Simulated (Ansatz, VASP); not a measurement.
## B: VASP beside Ansatz

Contents of INCAR:

```
SYSTEM = B
ALGO = Normal
EDIFF = 1E-7
ENCUT = 520
GGA = PS
ISIF = 2
ISMEAR = -1
LASPH = .True.
LCHARG = .True.
LELF = .True.
LREAL = .False.
LVHAR = .True.
LWAVE = .False.
NBANDS = 8
NELM = 100
PREC = Accurate
SIGMA = 0.15
```

File KPOINTS:

```
k-points
0
Gamma
  14 14 6
  0 0 0
```

The input POSCAR:

```
B
1.0
    1.7024340000      0.0000000000      0.0000000000
   -0.8512170000      1.4743510000      0.0000000000
    0.0000000000      0.0000000000      3.6354230000
B
1
Direct
    0.0000000000      0.0000000000      0.0000000000
```

Input for Ansatz:

```yaml
crystal:
  lattice:
    - [1.702434, 0.0, 0.0]
    - [-0.851217, 1.474351, 0.0]
    - [0.0, 0.0, 3.635423]
  atoms:
    - { symbol: B, position: [0.0, 0.0, 0.0] }
basis:
  ecutwfc: 470.0
kpoints:
  mp_grid:
    grid: [14, 14, 6]
hamiltonian:
  xc: pbesol
scf:
  occupations:
    method: fermi_dirac
    width: 0.15
output:
  stress: true
  eigenvalues: true
```

This isn't the form of B at room conditions, which is rhombohedral.

Alike in both runs: task single point; functional PBEsol; k mesh 14 × 14 × 6; occupations fermi-dirac, width 0.15 eV; no spin polarisation.

```csv
,VASP,Ansatz
version,VASP 6.6.1,Ansatz 0.2.0
potentials or method,"VASP PAW PBE potentials, release 64 (B)","plane waves, PAW"
plane-wave cutoff (eV),520,470
valence electrons in the cell,3,3
```

Ansatz gave:

```
gap on the k mesh at the Fermi level (eV)       : none
pressure (GPa)                                  : 1.6
largest component of the traceless stress (GPa) : 0.85
```

**Question.** Which values does VASP return?

**Answer.** gap on the k mesh at the Fermi level (eV): none; pressure (GPa): 1.8; largest component of the traceless stress (GPa): 1.14.

A gap of «none» marks a metal or a gap that the smearing closes.

Caveats: the PAW data sets were made with another functional, which shifts forces and pressure a little (VASP).
